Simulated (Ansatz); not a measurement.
CdTe in the zincblende structure

The computed numbers are results of PBE, scalar-relativistic (no spin polarisation) in the plane-wave PAW code Ansatz at 420 eV, 10×10×10 k-mesh, Gaussian smearing of 0.05 eV. The datasets are Ansatz's generated set soft_2.

```
Cd Te
1.0
     0.00000    3.30909    3.30909
     3.30909    0.00000    3.30909
     3.30909    3.30909    0.00000
Cd Te
1 1
Cartesian
  0.0000 0.0000 0.0000
  1.6545 1.6545 1.6545
```

The compound is reported in the structure type of the start.

The cell is relaxed to zero pressure at this level.

Elastic constants come from the stress of slightly strained cells with relaxed atoms, in GPa, Voigt order xx, yy, zz, yz, xz, xy in the Cartesian frame of the vectors above.

Give the elastic tensor.

```
46 30 30  0  0  0
30 46 30  0  0  0
30 30 46  0  0  0
 0  0  0 19  0  0
 0  0  0  0 19  0
 0  0  0  0  0 19
```

Is the crystal mechanically stable, and what are its polycrystalline moduli?

Stable against homogeneous strain: the smallest eigenvalue of the tensor is 16.4 GPa. Hill averages: K = 35 GPa, G = 13.4 GPa, E = 36 GPa, ν = 0.33.

For a cubic crystal three numbers say it all: C11 = 46.1, C12 = 29.7, C44 = 18.6 GPa. K = (C11 + 2C12)/3 = 35.1 GPa. The two shear moduli are C44 and C′ = (C11 − C12)/2 = 8.2 GPa, so Zener's ratio C44/C′ is 2.26: the crystal is stiffest along ⟨111⟩ and softest along ⟨100⟩. The Cauchy pressure C12 − C44 is 11 GPa; pair forces would make it zero if every atom sat on a centre of inversion, which isn't so here, so internal relaxation also enters.

The equation of state, an independent route, gives B0 = 35 GPa, against 35 GPa here.

It ran for 110 s on 2 threads of Arm Neoverse V2, with other jobs on the host, peak memory 0.57 GiB.

For elements this heavy, spin–orbit coupling would shift levels and gaps; it isn't included here.
